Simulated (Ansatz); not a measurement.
The system is HgTe (Coloradoite).

```xyz
2
Lattice="0.0000 3.2145 3.2145 3.2145 0.0000 3.2145 3.2145 3.2145 0.0000" Properties=species:S:1:pos:R:3 pbc="T T T"
Hg    0.0000    0.0000    0.0000
Te    4.8217    4.8217    4.8217
```

| Item | Value |
| --- | --- |
| Program | Ansatz 0.2.0 |
| Task | relaxation of cell and atoms |
| Functional | PBE |
| Dispersion | D4 |
| Potentials or basis | Ansatz PAW |
| Cutoff | 420 eV (not typed: the program's choice for these potentials) |
| k mesh | 7 × 7 × 7 |
| Occupations | fermi-dirac, width 0.05 eV |
| Spin | no spin polarisation |

At the start: volume 33.22 Å³/atom.

Where does the relaxation end?

It ends after 5 steps and the volume is 35.04 Å³/atom (+5.5 %); space group F-43m (No. 216, to 0.05 Å).

Step by step:
| step | energy change (eV) | largest force (eV/Å) | volume (Å³) |
| --- | --- | --- | --- |
| 1 | 0.0000 | 0.0000 | 66.43 |
| 2 | -0.0166 | 0.0000 | 72.33 |
| 3 | -0.0254 | 0.0000 | 70.31 |
| 4 | -0.0255 | 0.0000 | 70.08 |
| 5 | -0.0262 | 0.0000 | 70.08 |

Final structure:
```xyz
2
Lattice="0.0000 3.2723 3.2723 3.2723 0.0000 3.2723 3.2723 3.2723 0.0000" Properties=species:S:1:pos:R:3 pbc="T T T"
Hg    0.0000    0.0000    0.0000
Te    4.9085    4.9085    4.9085
```

Caveat: the plane-wave basis is chosen anew once the cell has moved, so the energies of steps on either side of that aren't comparable; pairwise dispersion overbinds metals, which lowers pressure and volume.
